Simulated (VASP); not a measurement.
Runs of VASP 6.6.1 on CuI. It takes space group Cmcm (No. 63, orthorhombic). Conventional cell: a = 7.466 Å, b = 7.422 Å, c = 4.307 Å, α = 90.00°, β = 90.00°, γ = 90.00°. I (site symmetry m2m) is surrounded by 3 Cu at 2.58 to 2.59 Å. Cu (site symmetry m2m) has 2 Cu at 2.46 Å and 3 I at 2.58 to 2.59 Å as nearest neighbours. Measurements of this composition are mostly on another form, of space group No. 216.

```tsv
task	level	potentials or basis	k mesh	cutoff (eV)	smearing	grid for exact exchange (PRECFOCK)	screening parameter	exchange at q = 0	other keys	gap on the mesh (eV)	pressure (GPa)	largest force (eV/Å)
single point	RPBE	VASP PAW PBE potentials, release 54 (I, Cu)	5 × 5 × 6	520	gaussian 0.05 eV	-	-	-	-	(c)	3.3	0.28
density of states	HSE06+D4	VASP PAW PBE potentials, release 64 (I, Cu_pv)	3 × 3 × 4	520	tetrahedron	Normal	0.2 1/A	-	NELMDL = -8; PREC = High	2.25	-1.2	(a)
single point	B3LYP	VASP PAW PBE potentials, release 64 (I, Cu)	3 × 3 × 4	600	gaussian 0.05 eV	Fast	-	truncated	ENCUT = 600; k = 3 × 3 × 4	2.59	3.5	0.34
dielectric tensor	PBEsol+D3	VASP PAW PBE potentials, release 64 (I, Cu)	5 × 5 × 6	520	gaussian 0.01 eV	-	-	-	-	(b)	-	-
```

Alike in all rows: no spin polarisation; cell as given.

Problem. Estimate the missing entries.

Solution. (a) 0.22; (b) 0.94; (c) 1.16.

Caveats: the PAW data sets were made with another functional, which shifts forces and pressure a little; spin-orbit coupling is left out, which moves the levels of the heavy elements; an odd mesh through Γ misses points on the zone boundary, where band edges often lie (some runs).

A k mesh can miss the band edges, and the runs leave out spin-orbit coupling on I.

The runs don't all hold the same shells in valence.
